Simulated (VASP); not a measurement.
# FeO (I4/mmm) in VASP: reference runs

How does FeO come out in PBE? The cell is run as given and disturbed.

All numbers are computed with VASP 6.6.1; they aren't measurements. Logs are shortened: lines on timing, memory, paths and dates and some standing lists are left out, and cuts for length are marked.

**1. The crystal as given**

The structure is tetragonal, space group I4/mmm (No. 139). Conventional cell: a = 3.204 Å, b = 3.204 Å, c = 4.167 Å, α = 90.00°, β = 90.00°, γ = 90.00°. Fe (site symmetry 4/mmm) has 6 O at 2.08 to 2.27 Å as nearest neighbours. Around O (site symmetry 4/mmm) lie 6 Fe at 2.08 to 2.27 Å.

The cell comes from a database or a generator and needn't be the stable form of this composition.

**2. Single point, PBE, collinear spin, ferromagnetic start**

The input, INCAR:

```
  PREC = Accurate
  ENCUT = 520
  EDIFF = 1E-7
  ISMEAR = -1
  SIGMA = 0.05
  LREAL = F
  LASPH = T
  NELM = 120
  ALGO = Normal
  ISIF = 2
  LWAVE = F
  LCHARG = F
  ISPIN = 2
  MAGMOM = 3 0
  LORBIT = 11
  LMAXMIX = 4
  GGA = PE
  NBANDS = 18
```

The input, KPOINTS:

```
regular mesh
0
Gamma
  12 12 12
```

The input, POSCAR:

```
FeO
1.0
   -1.6021034130      1.6021034130      2.0833922500
    1.6021034130     -1.6021034130      2.0833922500
    1.6021034130      1.6021034130     -2.0833922500
Fe O
1 1
Direct
    0.0000000000      0.0000000000      0.0000000000
    0.5000000000      0.5000000000      0.0000000000
```

Potentials or basis: VASP PAW PBE potentials, release 64 (Fe, O).

On the command line:

```
cat potpaw_PBE.64/Fe/POTCAR potpaw_PBE.64/O/POTCAR > POTCAR
mpirun -np 1 vasp_std > vasp.out
```

OUTCAR:

```text
PREC = Accurate
   ENCUT = 520
   EDIFF = 1E-7
   ISMEAR = -1
   LREAL = F
   LASPH = T
   NELM = 120
   ISIF = 2
   ISPIN = 2
   LORBIT = 11
   GGA = PE

 ion  position               nearest neighbor table
   1  0.000  0.000  0.000-   2 2.08   2 2.08   2 2.27   2 2.27   2 2.27   2 2.27
   2  0.500  0.500  0.000-   1 2.08   1 2.08   1 2.27   1 2.27   1 2.27   1 2.27

  LATTYP: Found a body centered tetragonal cell.
 ALAT       =     3.2042068260
 C/A-ratio  =     1.3004105934

  Lattice vectors:

 A1 = (  -1.6021034130,   1.6021034130,   2.0833922500)
 A2 = (   1.6021034130,  -1.6021034130,   2.0833922500)
 A3 = (   1.6021034130,   1.6021034130,  -2.0833922500)

Analysis of symmetry for initial positions (statically):
=====================================================================
 Subroutine PRICEL returns:
 Original cell was already a primitive cell.

 Routine SETGRP: Setting up the symmetry group for a
 body centered tetragonal supercell.

 Subroutine GETGRP returns: Found 16 space group operations
 (whereof 16 operations were pure point group operations)
 out of a pool of 16 trial point group operations.

The static configuration has the point symmetry D_4h.

Analysis of symmetry for dynamics (positions and initial velocities):
=====================================================================
 Subroutine PRICEL returns:
 Original cell was already a primitive cell.

 Routine SETGRP: Setting up the symmetry group for a
 body centered tetragonal supercell.

 Subroutine GETGRP returns: Found 16 space group operations
 (whereof 16 operations were pure point group operations)
 out of a pool of 16 trial point group operations.

The dynamic configuration has the point symmetry D_4h.

Analysis of structural, dynamic, and magnetic symmetry:
=====================================================================
 Subroutine PRICEL returns:
 Original cell was already a primitive cell.

 Routine SETGRP: Setting up the symmetry group for a
 body centered tetragonal supercell.

 Subroutine GETGRP returns: Found 16 space group operations
 (whereof 16 operations were pure point group operations)
 out of a pool of 16 trial point group operations.

The overall configuration has the point symmetry D_4h.

 Subroutine INISYM returns: Found 16 space group operations
 (whereof 16 operations are pure point group operations),
 and found     1 'primitive' translations

----------------------------------------------------------------------------------------

                                     Primitive cell

  volume of cell :      21.3901

  direct lattice vectors                    reciprocal lattice vectors
    -1.602103413  1.602103413  2.083392250     0.000000000  0.312089717  0.239993213
     1.602103413 -1.602103413  2.083392250     0.312089717  0.000000000  0.239993213
     1.602103413  1.602103413 -2.083392250     0.312089717  0.312089717  0.000000000

  length of vectors
     3.077985373  3.077985373  3.077985373     0.393696245  0.393696245  0.441361510

  position of ions in fractional coordinates (direct lattice)
     0.000000000  0.000000000  0.000000000
     0.500000000  0.500000000  0.000000000

  ion indices of the primitive-cell ions
   primitive index   ion index
                 1           1
                 2           2

----------------------------------------------------------------------------------------

 KPOINTS: regular mesh

Automatic generation of k-mesh.
 Grid dimensions read from file:
 generate k-points for:   12   12   12

 Generating k-lattice:

  Cartesian coordinates                     Fractional coordinates (reciprocal lattice)
     0.000000000  0.026007476  0.019999434     0.083333333 -0.000000000  0.000000000
     0.026007476  0.000000000  0.019999434    -0.000000000  0.083333333  0.000000000
     0.026007476  0.026007476  0.000000000     0.000000000  0.000000000  0.083333333

  Length of vectors
     0.032808020  0.032808020  0.036780126

  Shift w.r.t. Gamma in fractional coordinates (k-lattice)
     0.000000000  0.000000000  0.000000000

 Subroutine IBZKPT returns following result:
 ===========================================

 Found    163 irreducible k-points:

 Following reciprocal coordinates:
            Coordinates               Weight
  0.000000  0.000000  0.000000      1.000000
  0.083333  0.000000 -0.000000      8.000000
  0.166667  0.000000 -0.000000      8.000000
  0.250000  0.000000 -0.000000      8.000000
  0.333333 -0.000000  0.000000      8.000000
  0.416667  0.000000 -0.000000      8.000000
[... 42 lines left out ...]
 -0.083333  0.083333  0.083333      4.000000
  0.166667  0.166667  0.083333      8.000000
 [... further k-points ...]
   k-points           NKPTS =    163   k-points in BZ     NKDIM =    163   number of bands    NBANDS=     18
   number of dos      NEDOS =    301   number of ions     NIONS =      2
   total plane-waves  NPLWV =  13824
   dimension x,y,z NGX =    24 NGY =   24 NGZ =   24
   dimension x,y,z NGXF=    48 NGYF=   48 NGZF=   48
   ions per type =               1   1
   NGX,Y,Z   is equivalent  to a cutoff of  12.96, 12.96, 12.96 a.u.
   NGXF,Y,Z  is equivalent  to a cutoff of  25.93, 25.93, 25.93 a.u.
 SYSTEM =  unknown system
   PREC   = accura    normal or accurate (medium, high low for compatibility)
   ISTART =      0    job   : 0-new  1-cont  2-samecut
   ICHARG =      2    charge: 1-file 2-atom 10-const
   ISPIN  =      2    spin polarized calculation?
   LNONCOLLINEAR =      F non collinear calculations
   LSORBIT =      F    spin-orbit coupling
   LASPH  =      T    aspherical Exc in radial PAW
   ENCUT  =  520.0 eV  38.22 Ry    6.18 a.u.   5.72  5.72  5.72*2*pi/ulx,y,z
   NELM   =    120;   NELMIN=  2; NELMDL= -5     # of ELM steps
   EDIFF  = 0.1E-06   stopping-criterion for ELM
   LREAL  =      F    real-space projection
   EDIFFG = 0.1E-05   stopping-criterion for IOM
   NSW    =      0    number of steps for IOM
   IBRION =     -1    ionic relax: 0-MD 1-quasi-New 2-CG
   NFREE  =      0    steps in history (QN), initial steepest desc. (CG)
   ISIF   =      2    stress and relaxation
   ISYM   =      2    0-nonsym 1-usesym 2-fastsym
   POTIM  = 0.5000    time-step for ionic-motion
   TEBEG  =    0.0;   TEEND  =   0.0 temperature during run
   PSTRESS=    0.0 pullay stress
   NELECT =      14.0000    total number of electrons
   NUPDOWN=      -1.0000    fix difference up-down
   EMIN   =  10.00;   EMAX   =-10.00  energy-range for DOS
   EFERMI =   0.00;   METHOD = LEGACY
   ISMEAR =    -1;   SIGMA  =   0.05  broadening in eV -4-tet -1-fermi 0-gaus
   EFERMI_NEDOS =   21; number of points for ismear=-14 and -15
   IALGO  =     38    algorithm
   IMIX   =      4    mixing-type and parameters
     AMIX     =   0.40;   BMIX     =  1.00
     AMIX_MAG =   1.60;   BMIX_MAG =  1.00
  volume/ion in A,a.u.               =      10.70        72.17
  Fermi-wavevector in a.u.,A,eV,Ry     =   1.421391  2.686039 27.488551  2.020352
  Thomas-Fermi vector in A             =   2.542205
   LORBIT       =     11    0 simple, 1 ext, 2 COOP (PROOUT), +10 PAW based schemes
   GGA     = PE    functional components
   LHFCALC =     F    Hartree Fock is set to
   AEXX    =    0.0000 exact exchange contribution
   IVDW    =     0    specifies the selected vdW correction
   LEPSILON=     F    determine dielectric tensor
   LRPA    =     F    only Hartree local field effects (RPA)
 spin polarized calculation
  energy-cutoff  :      520.00
  volume of cell :       21.39
 maximum number of plane-waves:       588
   NGX = 11   NGY = 11   NGZ = 11

 number of electron      14.0000002 magnetization       4.0009835

 Free energy of the ion-electron system (eV)
  ---------------------------------------------------
  ext. energy  EPLUGINS =         0.00000000
  ---------------------------------------------------
  free energy    TOTEN  =       -14.87039867 eV

  energy without entropy =      -14.85693980  energy(sigma->0) =      -14.86366923

 E-fermi :   5.5009     XC(G=0): -11.7940

 val. band max:        5.4872432896   @ k =   0.2500   0.2500   0.0000
 cond. band min:       5.5032908840   @ k =  -0.2500   0.3333   0.2500
 fundamental gap:      0.0160475945
 Fermi energy:         5.5008744034

 spin component 1

 k-point     1 :       0.0000    0.0000    0.0000
  band No.  band energies     occupation
      1     -14.7530      1.00000
      2       1.6020      1.00000
      3       1.6020      1.00000
      4       1.7400      1.00000
      5       1.7443      1.00000
      6       1.8739      1.00000
[... 10 lines left out ...]
     17      26.9338      0.00000
     18      27.0717      0.00000

 k-point     2 :       0.0833    0.0000   -0.0000
  band No.  band energies     occupation
      1     -14.6920      1.00000
      2       1.0341      1.00000
      3       1.1151      1.00000
      4       1.1352      1.00000
      5       1.6837      1.00000
      6       1.8654      1.00000
[... 10 lines left out ...]
     17      26.8902      0.00000
     18      27.9867      0.00000

 k-point     3 :       0.1667    0.0000   -0.0000
  band No.  band energies     occupation
      1     -14.5208      1.00000
      2       0.0114      1.00000
      3       0.4327      1.00000
      4       0.5160      1.00000
      5       1.8232      1.00000
      6       1.9709      1.00000
[... 748 lines left out ...]
 k-point    39 :      -0.3333    0.3333    0.0000
  band No.  band energies     occupation
      1     -14.0116      1.00000
      2      -1.5593      1.00000
      3       0.6801      1.00000
      4       1.0605      1.00000
      5       1.0742      1.00000
      6       2.0589      1.00000
[... 10 lines left out ...]
     17      32.8920      0.00000
     18      33.5234      0.00000

 k-point    40 :       0.4167    0.4167   -0.0000
  band No.  band energies     occupation
      1     -13.7454      1.00000
      2      -1.3708      1.00000
      3      -0.4449      1.00000
      4       0.1760      1.00000
      5       1.6670      1.00000
      6       2.5937      1.00000
[... 10 lines left out ...]
     17      33.4885      0.00000
     18      34.6065      0.00000

 [... further k-points ...]

 spin component 2

 k-point     1 :       0.0000    0.0000    0.0000
  band No.  band energies     occupation
      1     -14.2299      1.00000
      2       2.2178      1.00000
      3       2.5419      1.00000
      4       2.5419      1.00000
      5       4.7828      1.00000
      6       4.7829      1.00000
[... 10 lines left out ...]
     17      28.0237      0.00000
     18      28.6337      0.00000

 k-point     2 :       0.0833    0.0000   -0.0000
  band No.  band energies     occupation
      1     -14.1682      1.00000
      2       1.8355      1.00000
      3       2.2007      1.00000
      4       2.3461      1.00000
      5       4.8784      1.00000
      6       4.8878      1.00000
[... 10 lines left out ...]
     17      28.3131      0.00000
     18      29.1977      0.00000

 k-point     3 :       0.1667    0.0000   -0.0000
  band No.  band energies     occupation
      1     -13.9947      1.00000
      2       0.8178      1.00000
      3       1.7402      1.00000
      4       1.9153      1.00000
      5       5.0711      0.99982
      6       5.1226      0.99948
[... 748 lines left out ...]
 k-point    39 :      -0.3333    0.3333    0.0000
  band No.  band energies     occupation
      1     -13.4588      1.00000
      2      -0.7855      1.00000
      3       1.3002      1.00000
      4       1.8012      1.00000
      5       3.9485      1.00000
      6       5.9515      0.00012
[... 10 lines left out ...]
     17      33.1030      0.00000
     18      33.8852      0.00000

 k-point    40 :       0.4167    0.4167   -0.0000
  band No.  band energies     occupation
      1     -13.1770      1.00000
      2      -0.8274      1.00000
      3       0.3767      1.00000
      4       1.2292      1.00000
      5       4.3990      1.00000
      6       5.9263      0.00020
[... 10 lines left out ...]
     17      33.8118      0.00000
     18      35.6026      0.00000

 [... further k-points ...]

------------------------ aborting loop because EDIFF is reached ----------------------------------------

  FORCE on cell =-STRESS in cart. coord.  units (eV):
  Direction    XX          YY          ZZ          XY          YZ          ZX
  --------------------------------------------------------------------------------------
  -------------------------------------------------------------------------------------
  Total       -1.3828813     -1.3828813     -0.7023452      0.0000000     -0.0000000      0.0000000
  in kB     -103.5817766   -103.5817766    -52.6076695      0.0000000     -0.0000000      0.0000000
  external PRESSURE =     -86.5904076 kB  Pullay stress =       0.0000000 kB

 VOLUME and BASIS-vectors are now :
 -----------------------------------------------------------------------------
  energy-cutoff  :      520.00
  volume of cell :       21.39
      direct lattice vectors                 reciprocal lattice vectors
    -1.602103413  1.602103413  2.083392250     0.000000000  0.312089717  0.239993213
     1.602103413 -1.602103413  2.083392250     0.312089717  0.000000000  0.239993213
     1.602103413  1.602103413 -2.083392250     0.312089717  0.312089717  0.000000000

 POSITION                                       TOTAL-FORCE (eV/Angst)
 -----------------------------------------------------------------------------------
      0.00000      0.00000      0.00000        -0.000000      0.000000     -0.000000
      0.00000      0.00000      2.08339         0.000000     -0.000000      0.000000
 -----------------------------------------------------------------------------------
    total drift:                               -0.000000      0.000000     -0.000000

  FREE ENERGIE OF THE ION-ELECTRON SYSTEM (eV)
  ---------------------------------------------------
  free  energy   TOTEN  =       -14.8703986688 eV

  energy  without entropy=      -14.8569397991  energy(sigma->0) =      -14.86366923

 total charge

# of ion       s       p       d       tot
------------------------------------------
    1        0.278   0.326   6.053   6.657
    2        1.557   3.408   0.000   4.966
--------------------------------------------------
tot          1.835   3.734   6.053  11.623

 magnetization (x)

# of ion       s       p       d       tot
------------------------------------------
    1        0.030   0.019   3.568   3.617
    2        0.027   0.268   0.000   0.295
--------------------------------------------------
tot          0.057   0.288   3.568   3.912
```

Run time: 79 s. Hardware: 1 thread of AMD EPYC 9R45 (Zen 5), shared host; peak memory 0.19 GiB.

Results:

```yaml
Free_energy: -14.8704 eV
Pressure: -8.7 GPa
Band_gap_on_the_k_mesh: none (metal or under the smearing width)
Net_moment: 4.00 μB per cell
Site_moments: Fe +3.62; O +0.29 μB
Valence_electrons_inside_the_program's_atomic_spheres: Fe 6.66; O 4.97
```

Stress tensor (GPa, compression positive):
```
-10.36   0.00   0.00
  0.00 -10.36   0.00
  0.00   0.00  -5.26
```

Levels at points of the mesh, in eV from the Fermi level:
Spin up:
```csv
k point,band 7,band 8,band 9,band 10,band 11,band 12
"(0.00, 0.00, 0.00)",-3.56,-3.54,-3.54,-0.12,15.33,16.54
"(0.50, 0.00, 0.00)",-2.51,-0.82,-0.21,3.89,7.90,11.22
"(0.50, 0.50, 0.00)",-2.90,-2.87,-2.82,4.85,7.95,10.85
"(0.50, 0.50, 0.50)",-2.87,-2.87,-2.80,4.98,9.02,9.80
```
Spin down:
```csv
k point,band 1,band 2,band 3,band 4,band 5,band 6,band 7,band 8,band 9,band 10
"(0.00, 0.00, 0.00)",-19.73,-3.28,-2.96,-2.96,-0.72,-0.72,-0.47,-0.23,0.12,1.13
"(0.50, 0.00, 0.00)",-18.69,-7.51,-4.92,-4.74,0.22,0.51,0.62,2.27,2.83,4.37
"(0.50, 0.50, 0.00)",-18.73,-6.49,-4.35,-3.79,-1.81,0.48,0.59,0.77,1.07,6.21
"(0.50, 0.50, 0.50)",-18.59,-6.33,-4.31,-4.31,-1.94,0.70,0.70,0.79,1.08,6.32
```

Caveat: a cell with one magnetic atom can't hold antiferromagnetic order, which such compounds often take; semilocal functionals often make such compounds metallic where correlation or magnetic order opens a gap, which also shifts bond lengths.

**3. Single point, PBE, collinear spin, ferromagnetic start (atoms moved at random, drawn with an rms of 0.05 Å)**

The input, INCAR:

```
SYSTEM = FeO
PREC     = Accurate       ! precision mode
ENCUT    = 520            ! plane-wave cutoff, eV
EDIFF    = 1E-7           ! SCF threshold, eV
ISMEAR   = -1             ! smearing method
SIGMA    = 0.05           ! smearing width, eV
LREAL    = .False.        ! projectors in reciprocal space
LASPH    = .True.         ! aspherical terms in the spheres
NELM     = 150            ! most SCF steps
ALGO     = Normal         ! electronic algorithm
ISIF     = 2              ! what is computed and relaxed
LWAVE    = .False.        ! write WAVECAR
LCHARG   = .False.        ! write CHGCAR
ISPIN    = 2              ! spin polarisation
MAGMOM   = 3 0            ! initial moments
LORBIT   = 11             ! projections on sites
LMAXMIX  = 4              ! l up to which the mixer works
GGA      = PE             ! functional
NBANDS   = 18             ! bands
```

The input, KPOINTS:

```
regular mesh
0
Gamma
  12 12 12
  0 0 0
```

The input, POSCAR:

```
FeO
1.0
   -1.6021034130      1.6021034130      2.0833922500
    1.6021034130     -1.6021034130      2.0833922500
    1.6021034130      1.6021034130     -2.0833922500
Fe O
1 1
Direct
    0.0001110000      0.0037670000     -0.0039330000
    0.5039270000      0.5037600000      0.0147440000
```

Potentials or basis: VASP PAW PBE potentials, release 64 (Fe, O).

On the command line:

```
cat potpaw_PBE.64/Fe/POTCAR potpaw_PBE.64/O/POTCAR > POTCAR
mpirun -np 1 vasp_std > vasp.out
```

Run time: 7.6 min. Hardware: 1 thread of AMD EPYC 9R45 (Zen 5), shared host; peak memory 0.52 GiB.

Results (log left out):

| Quantity | Value |
| --- | --- |
| Free energy | -14.8674 eV |
| Pressure | -8.5 GPa |
| Largest force | 0.175 eV/Å |
| Band gap on the k mesh | none (metal or under the smearing width) |
| Net moment | 4.00 μB per cell |
| Site moments | Fe +3.62; O +0.30 μB |
| Valence electrons inside the program's atomic spheres | Fe 6.66; O 4.97 |

Forces in eV/Å, atoms in the order of the input:
```
Fe   0.008  0.012 -0.174
O   -0.008 -0.012  0.174
```

Stress tensor (GPa, compression positive):
```
-10.23   0.12   0.04
  0.12 -10.25   0.07
  0.04   0.07  -4.99
```

Levels at points of the mesh, in eV from the Fermi level:
Spin up:
```tsv
k point	band 7	band 8	band 9	band 10	band 11	band 12
(0.00, 0.00, 0.00)	-3.48	-3.40	-3.33	-0.12	15.31	16.53
(0.50, 0.00, 0.00)	-2.51	-0.83	-0.23	3.90	7.89	11.23
(0.00, 0.50, 0.00)	-2.51	-0.83	-0.22	3.90	7.89	11.24
(0.00, 0.50, 0.50)	-2.50	-0.82	-0.21	3.90	7.89	11.23
(0.50, 0.00, 0.50)	-2.50	-0.83	-0.21	3.90	7.89	11.23
(0.50, 0.50, 0.00)	-2.88	-2.87	-2.82	4.85	7.95	10.82
(0.00, 0.00, 0.50)	-2.89	-2.87	-2.82	4.84	7.96	10.84
(0.50, 0.50, 0.50)	-2.87	-2.87	-2.79	4.97	9.03	9.79
```
Spin down:
| k point | band 2 | band 3 | band 4 | band 5 | band 6 | band 7 | band 8 | band 9 |
| --- | --- | --- | --- | --- | --- | --- | --- | --- |
| (0.00, 0.00, 0.00) | -3.31 | -2.99 | -2.98 | -0.71 | -0.69 | -0.46 | -0.21 | 0.14 |
| (0.50, 0.00, 0.00) | -7.51 | -4.91 | -4.74 | 0.22 | 0.51 | 0.62 | 2.25 | 2.79 |
| (0.00, 0.50, 0.00) | -7.51 | -4.92 | -4.74 | 0.22 | 0.51 | 0.62 | 2.24 | 2.80 |
| (0.00, 0.50, 0.50) | -7.51 | -4.93 | -4.75 | 0.22 | 0.52 | 0.63 | 2.26 | 2.83 |
| (0.50, 0.00, 0.50) | -7.51 | -4.93 | -4.74 | 0.22 | 0.51 | 0.63 | 2.25 | 2.83 |
| (0.50, 0.50, 0.00) | -6.50 | -4.37 | -3.81 | -1.77 | 0.49 | 0.60 | 0.77 | 1.07 |
| (0.00, 0.00, 0.50) | -6.50 | -4.36 | -3.80 | -1.79 | 0.49 | 0.60 | 0.78 | 1.06 |
| (0.50, 0.50, 0.50) | -6.33 | -4.32 | -4.32 | -1.92 | 0.70 | 0.70 | 0.79 | 1.08 |

Caveat: a cell with one magnetic atom can't hold antiferromagnetic order, which such compounds often take; semilocal functionals often make such compounds metallic where correlation or magnetic order opens a gap, which also shifts bond lengths.
